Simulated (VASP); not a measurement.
Runs of VASP 6.6.1 on SnS2. The cell holds a sheet with vacuum, 3 atoms: a = 3.680 Å, b = 3.680 Å, c = 18.960 Å, α = 90.00°, β = 90.00°, γ = 120.00°. The cell was built by a generator and needn't be a form met in nature.

```csv
task,level,spin,cell,k mesh,cutoff (eV),dipole correction,grid for exact exchange (PRECFOCK),screening parameter,gap on the mesh (eV),largest force (eV/Å)
relaxation of cell and atoms,PBE+D4,off,relaxed,12 × 12 × 1,600,no,-,-,1.58,-
work function,HSE06,off,"P-3m1, 73.29 Å³/atom",6 × 6 × 1,520,yes,Fast,0.2 1/A,(a),0.40
work function,PBE,"non-collinear, zero start, SOC","P-3m1, 73.29 Å³/atom",12 × 12 × 1,520,yes,-,-,-,0.10
work function,PBE,off,"P-3m1, 73.29 Å³/atom",12 × 12 × 1,520,yes,-,-,1.58,0.10
```

Alike in all rows: potentials or basis VASP PAW PBE potentials, release 64 (S, Sn_d); smearing gaussian 0.03 eV.

Question: Estimate the missing entries.

Answer: (a) 2.42.

Caveats: spin-orbit coupling is left out, which moves the levels of the heavy elements (some runs); the PAW data sets were made with another functional, which shifts forces and pressure a little (some runs).

A k mesh can miss the band edges, and rows without SOC leave out spin-orbit coupling on Sn.
